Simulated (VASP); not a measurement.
# CdSe (strained zincblende): a r²SCAN single-point calculation in VASP

INCAR

```
LCHARG = .FALSE.
EDIFF = 1E-7
ISMEAR = 0
ALGO = Normal
LWAVE = .FALSE.
IBRION = -1
NSW = 0
NELM = 120
LASPH = .TRUE.
LREAL = .FALSE.
PREC = Accurate
METAGGA = R2SCAN
NBANDS = 16
ISIF = 2
SIGMA = 0.01
ENCUT = 520
```

KPOINTS

```
KPOINTS created by Atomic Simulation Environment
0
Gamma
8 8 8
0 0 0
```

KPOINTS_OPT

```
special points
6
Reciprocal
0.0000000000 0.0000000000 0.0000000000 1
-0.5000000000 -0.5000000000 0.0000000000 1
-0.3750000000 -0.3750000000 0.2500000000 1
-0.3750000000 0.0000000000 0.3750000000 1
0.0000000000 0.0000000000 0.5000000000 1
-0.5000000000 -0.2500000000 0.2500000000 1
```

POSCAR

```
Cd Se
 1.0000000000000000
     0.0000000000000000    3.0064253460999999    3.0064253460999999
     3.0064253460999999    0.0000000000000000    3.0064253460999999
     3.0064253460999999    3.0064253460999999    0.0000000000000000
 Cd  Se
   1   1
Cartesian
  0.0000000000000000  0.0000000000000000  0.0000000000000000
  1.5032126730499997  1.5032126730499997  1.5032126730499997
```

VASP ran with the recommended PBE PAW datasets (18 valence electrons in the cell).

Command

```
mpirun -np 1 vasp_std
```

From OUTCAR

```
k-points           NKPTS =     29   k-points in BZ     NKDIM =     29   number of bands    NBANDS=     16

   NELECT =      18.0000    total number of electrons

   dimension x,y,z NGX =    32 NGY =   32 NGZ =   32
   dimension x,y,z NGXF=    64 NGYF=   64 NGZF=   64

  energy-cutoff  :      520.00
  volume of cell :       54.35
      direct lattice vectors                 reciprocal lattice vectors
     0.000000000  3.006425346  3.006425346    -0.166310466  0.166310466  0.166310466
     3.006425346  0.000000000  3.006425346     0.166310466 -0.166310466  0.166310466
     3.006425346  3.006425346  0.000000000     0.166310466  0.166310466 -0.166310466

 k-points in reciprocal lattice and weights: KPOINTS created by Atomic Simulation Env
   0.00000000  0.00000000  0.00000000       0.002
   0.12500000  0.00000000  0.00000000       0.016
   0.25000000  0.00000000  0.00000000       0.016
   0.37500000  0.00000000  0.00000000       0.016
   0.50000000  0.00000000  0.00000000       0.008
   0.12500000  0.12500000  0.00000000       0.012
   0.25000000  0.12500000  0.00000000       0.047
   0.37500000  0.12500000  0.00000000       0.047
   ...

 E-fermi :   0.9936

 k-point     1 :       0.0000    0.0000    0.0000
  band No.  band energies     occupation
      1     -12.3031      2.00000
      2      -7.3630      2.00000
      3      -7.3630      2.00000
      4      -7.3630      2.00000
      5      -6.9184      2.00000
      6      -6.9184      2.00000
      7       0.9267      2.00000
      8       0.9267      2.00000
      9       0.9267      2.00000
     10       2.0905      0.00000
     11       7.3984      0.00000
     12       7.3984      0.00000
     13       7.3984      0.00000
     14      11.4168      0.00000
     15      12.6585      0.00000
     16      12.6585      0.00000

 k-point     2 :       0.1250    0.0000    0.0000
  band No.  band energies     occupation
      1     -12.2437      2.00000
      2      -7.3431      2.00000
      3      -7.3431      2.00000
      4      -7.3092      2.00000
      5      -6.9193      2.00000
      6      -6.9193      2.00000
      7      -0.2298      2.00000
      8       0.7916      2.00000
      9       0.7916      2.00000
     10       3.0183      0.00000
     11       7.1663      0.00000
     12       7.6161      0.00000
     13       7.6161      0.00000
     14      11.8222      0.00000
     15      11.8222      0.00000
     16      12.1321      0.00000

 k-point     3 :       0.2500    0.0000    0.0000
  band No.  band energies     occupation
      1     -12.0987      2.00000
      2      -7.2992      2.00000
      3      -7.2992      2.00000
      4      -7.1243      2.00000
      5      -6.9159      2.00000
      6      -6.9159      2.00000
      7      -1.8055      2.00000
      8       0.4925      2.00000
      9       0.4925      2.00000
     10       3.7542      0.00000
     11       7.4079      0.00000
     12       7.9332      0.00000
     13       7.9332      0.00000
     14      11.5804      0.00000
     15      11.5804      0.00000
     16      11.5943      0.00000

 k-point     4 :       0.3750    0.0000    0.0000
  band No.  band energies     occupation
      1     -11.9519      2.00000
      2      -7.2637      2.00000
      3      -7.2637      2.00000
      4      -6.9016      2.00000
      5      -6.9016      2.00000
      6      -6.8035      2.00000
      7      -3.1335      2.00000
      8       0.2219      2.00000
      9       0.2219      2.00000
     10       3.8643      0.00000
     11       7.9259      0.00000
     12       7.9259      0.00000
     13       8.3674      0.00000
     14      11.3304      0.00000
     15      12.5756      0.00000
     16      12.5756      0.00000

 k-point     5 :       0.5000    0.0000    0.0000
  band No.  band energies     occupation
      1     -11.8908      2.00000
      2      -7.2521      2.00000
      3      -7.2521      2.00000
      4      -6.8918      2.00000
      5      -6.8918      2.00000
      6      -6.5861      2.00000
      7      -3.7172      2.00000
      8       0.1160      2.00000
      9       0.1160      2.00000
     10       3.8385      0.00000
     11       7.8573      0.00000
     12       7.8573      0.00000
     13       8.8488      0.00000
     14      11.6490      0.00000
     15      13.8644      0.00000
     16      13.8644      0.00000

 k-point     6 :       0.1250    0.1250    0.0000
  band No.  band energies     occupation
      1     -12.2240      2.00000
      2      -7.3239      2.00000
      3      -7.3239      2.00000
      4      -7.3168      2.00000
      5      -6.9310      2.00000
      6      -6.9086      2.00000
      7      -0.2355      2.00000
      8       0.5615      2.00000
      9       0.5615      2.00000
     10       3.3710      0.00000
     11       6.6426      0.00000
     12       7.9357      0.00000
     13       7.9357      0.00000
     14      10.6019      0.00000
     15      12.7188      0.00000
     16      12.7971      0.00000

 k-point     7 :       0.2500    0.1250    0.0000
  band No.  band energies     occupation
      1     -12.1078      2.00000
      2      -7.2949      2.00000
      3      -7.2772      2.00000
      4      -7.1837      2.00000
      5      -6.9329      2.00000
      6      -6.8993      2.00000
      7      -1.4044      2.00000
      8       0.2141      2.00000
      9       0.2715      2.00000
     10       4.1874      0.00000
     11       6.4241      0.00000
     12       8.1638      0.00000
     13       8.4220      0.00000
     14      10.2692      0.00000
     15      12.5729      0.00000
     16      13.0698      0.00000

 k-point     8 :       0.3750    0.1250    0.0000
  band No.  band energies     occupation
      1     -11.9618      2.00000
      2      -7.2594      2.00000
      3      -7.2367      2.00000
      4      -6.9813      2.00000
      5      -6.8889      2.00000
      6      -6.8403      2.00000
      7      -2.7117      2.00000
      8      -0.1140      2.00000
      9      -0.0424      2.00000
     10       4.5015      0.00000
     11       6.9976      0.00000
     12       8.1079      0.00000
     13       8.5066      0.00000
     14      11.2356      0.00000
     15      12.6498      0.00000
     16      13.2024      0.00000

 k-point     9 :       0.5000    0.1250    0.0000
  band No.  band energies     occupation
      1     -11.8726      2.00000
      2      -7.2397      2.00000
      3      -7.2230      2.00000
      4      -6.9237      2.00000
      5      -6.8889      2.00000
      6      -6.5766      2.00000
      7      -3.5453      2.00000
      8      -0.4350      2.00000
      9      -0.0854      2.00000
     10       4.5097      0.00000
     11       7.1660      0.00000
     12       8.3072      0.00000
     13       8.9548      0.00000
     14      11.8379      0.00000
     15      13.2163      0.00000
     16      13.9180      0.00000

 k-point    10 :      -0.3750    0.1250    0.0000
  band No.  band energies     occupation
      1     -11.8928      2.00000
      2      -7.2380      2.00000
      3      -7.2358      2.00000
      4      -6.9103      2.00000
      5      -6.9092      2.00000
      6      -6.6472      2.00000
      7      -3.3546      2.00000
      8      -0.5385      2.00000
      9       0.1032      2.00000
     10       4.5311      0.00000
     11       7.3162      0.00000
     12       8.1785      0.00000
     13       8.6962      0.00000
     14      12.2086      0.00000
     15      12.2319      0.00000
     16      13.7756      0.00000

 k-point    11 :      -0.2500    0.1250    0.0000
  band No.  band energies     occupation
      1     -12.0104      2.00000
      2      -7.2736      2.00000
      3      -7.2570      2.00000
      4      -7.0103      2.00000
      5      -6.9296      2.00000
      6      -6.8746      2.00000
      7      -2.3092      2.00000
      8      -0.3496      2.00000
      9       0.4357      2.00000
     10       4.4562      0.00000
     11       7.3443      0.00000
     12       7.8192      0.00000
     13       8.0878      0.00000
     14      10.9649      0.00000
     15      12.3463      0.00000
     16      13.2175      0.00000

 k-point    12 :      -0.1250    0.1250    0.0000
  band No.  band energies     occupation
      1     -12.1558      2.00000
      2      -7.3205      2.00000
      3      -7.2990      2.00000
      4      -7.2229      2.00000
      5      -6.9304      2.00000
      6      -6.9066      2.00000
      7      -1.0678      2.00000
      8       0.1711      2.00000
      9       0.7330      2.00000
     10       3.8196      0.00000
     11       6.9184      0.00000
     12       7.7805      0.00000
     13       8.0012      0.00000
     14      10.9004      0.00000
     15      11.7522      0.00000
     16      13.1721      0.00000

 ...

  Total        1.3038556      1.3038556      1.3038556      0.0000000     -0.0000000     -0.0000000
  in kB       38.4378254     38.4378254     38.4378254      0.0000000     -0.0000000     -0.0000000
  external PRESSURE =      38.4378254 kB  Pullay stress =       0.0000000 kB

 POSITION                                       TOTAL-FORCE (eV/Angst)
 -----------------------------------------------------------------------------------
      0.00000      0.00000      0.00000        -0.000000     -0.000000      0.000000
      1.50321      1.50321      1.50321         0.000000      0.000000     -0.000000
 -----------------------------------------------------------------------------------
    total drift:                               -0.000000     -0.000000     -0.000000

  FREE ENERGIE OF THE ION-ELECTRON SYSTEM (eV)
  ---------------------------------------------------
  free  energy   TOTEN  =       -35.8750185556 eV

  energy  without entropy=      -35.8750185556  energy(sigma->0) =      -35.87501856
```

| Quantity | Value |
| --- | --- |
| gap between bands v and c | 1.16 eV |
| least direct gap | 1.16 eV |
| pressure | 3.8 GPa |

Band v is the last that the valence electrons fill when counted band by band, and c is the next.

The run took about 59 s on one core of a shared host (Intel Xeon Platinum 8488C) and held 0.19 GiB at most.
